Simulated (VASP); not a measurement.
**Sn: relaxation of cell and atoms with PBEsol**

The system is Sn.

```
Sn
1.0
     3.78715    0.00000    0.00000
    -1.89357    3.27977    0.00000
     0.00000    0.00000   12.21430
Sn
4
Direct
  0.00000 0.00000 0.00000
  0.00000 0.00000 0.50000
  0.33333 0.66667 0.75000
  0.66667 0.33333 0.25000
```

The cell was built by a generator and needn't be a form met in nature.

* Program: VASP 6.6.1
* Task: relaxation of cell and atoms
* Functional: PBEsol
* Potentials or basis: VASP PAW PBE potentials, release 64 (Sn_d)
* Cutoff: 600 eV
* k mesh: 6 × 6 × 2
* Occupations: gaussian, width 0.1 eV
* Spin: no spin polarisation
* Dipole correction: no
* Further INCAR settings: ALGO = Normal; EDIFF = 1e-06; IBRION = 2; EDIFFG = -0.04; NSW = 90; ISIF = 3

The relaxed volume is 26.31 Å³/atom, the relaxed cell is a = 3.384 Å, b = 3.384 Å, c = 10.613 Å, α = 90.00°, β = 90.00°, γ = 120.00° and the space group after relaxing (to 0.05 Å) is P6_3/mmc (No. 194). The energy gained by relaxing is 442.3 meV/atom and the ionic steps are 3. The pressure after relaxing is 0.1 GPa. The band gap on the k mesh is none (metal or under the smearing width).

Stress tensor (GPa, compression positive):
```
 0.21  0.00  0.00
 0.00  0.21  0.00
 0.00  0.00 -0.21
```

The path:
| step | energy change (eV) | largest force (eV/Å) | pressure (GPa) | volume (Å³) |
| --- | --- | --- | --- | --- |
| 1 | 0.0000 | 0.0000 | -8.67 | 151.71 |
| 2 | -1.7204 | 0.0000 | -2.59 | 110.94 |
| 3 | -1.7691 | 0.0000 | 0.07 | 105.24 |

Final structure:
```yaml
crystal:
  lattice:
    - [3.38380, 0.00000, 0.00000]
    - [-1.69190, 2.93045, 0.00000]
    - [0.00000, 0.00000, 10.61291]
  atoms:
    - { symbol: Sn, position: [0.00000, 0.00000, 0.00000] }
    - { symbol: Sn, position: [0.00000, 0.00000, 0.50000] }
    - { symbol: Sn, position: [0.33333, 0.66667, 0.75000] }
    - { symbol: Sn, position: [0.66667, 0.33333, 0.25000] }
```

Levels at points of the mesh, in eV from the Fermi level:
| k point | band 24 | band 25 | band 26 | band 27 | band 28 | band 29 | band 30 | band 31 | band 32 | band 33 |
| --- | --- | --- | --- | --- | --- | --- | --- | --- | --- | --- |
| (0.00, 0.00, 0.00) | -6.44 | -4.70 | 1.59 | 1.61 | 5.43 | 5.43 | 6.28 | 6.28 | 6.41 | 6.41 |
| (0.50, 0.00, 0.00) | -5.44 | -4.61 | -4.32 | -1.79 | -1.41 | -0.38 | 0.50 | 1.74 | 3.25 | 3.27 |
| (0.00, 0.00, 0.50) | -8.24 | -2.20 | -2.20 | 5.68 | 5.68 | 5.68 | 5.68 | 5.85 | 5.85 | 7.11 |
| (0.50, 0.00, 0.50) | -6.04 | -3.53 | -3.53 | -3.00 | -3.00 | 1.66 | 1.66 | 2.14 | 2.14 | 3.08 |

Run time: 3.7 min on 1 thread of Intel(R) Xeon(R) Platinum 8559C (Emerald Rapids), with other jobs on the host, peak memory 0.32 GiB.

Caveat: the volume moved by over 15 % at a fixed basis, so the end points are rough; the PAW data sets were made with another functional, which shifts forces and pressure a little.
